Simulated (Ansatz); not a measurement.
# Cu under changes of volume

One of the cells (11.994 Å³/atom); the others are scaled copies at fixed shape and fractional positions:

```xyz
2
Lattice="1.2185 -3.9764 0.0000 1.2185 3.9764 0.0000 0.0000 0.0000 2.4755" Properties=species:S:1:pos:R:3 pbc="T T T"
Cu    1.2185   -2.9118    1.8566
Cu    1.2185    2.9118    0.6189
```

This isn't the form of Cu at room conditions, which is fcc.

| Quantity | Value |
| --- | --- |
| Program | Ansatz 0.2.0 |
| Functional | LDA |
| Potentials or basis | all-electron LAPW, scalar-relativistic |
| Cutoff | 330 eV (chosen from the basis error) |
| Basis error allowed | 0.001 eV/atom |
| k mesh | 11 × 11 × 11 |
| Occupations | fermi-dirac, width 0.05 eV |
| Spin | no spin polarisation |

```csv
volume (Å³/atom),energy over the lowest point (meV/atom),pressure (GPa),largest force (eV/Å)
11.274,0.39,2.2,0.040
11.514,0.00,-1.5,0.009
11.754,?,?,?
11.994,14.08,-7.6,0.043
12.234,27.39,-10.1,0.067
12.474,44.21,-12.3,0.088
12.714,64.11,-14.2,0.107
```

Q: What does the run at 11.754 Å³/atom give?

A: Energy over the lowest point 4.77 meV/atom; pressure -4.7 GPa; largest force 0.018 eV/Å.

Worked out: A Birch-Murnaghan fit of order 3 (a polynomial in V^(-2/3)) to the other rows has its minimum at 11.41 Å³/atom with B0 = V·E''(V) = 173 GPa and B' = 5.1 at fixed shape and positions, which overstates the stiffness. It gives 4.77 meV/atom at 11.754 Å³/atom, against the run's 4.77, and -dE/dV = -4.8 GPa, against -4.7.

Energies are extrapolated to zero smearing.
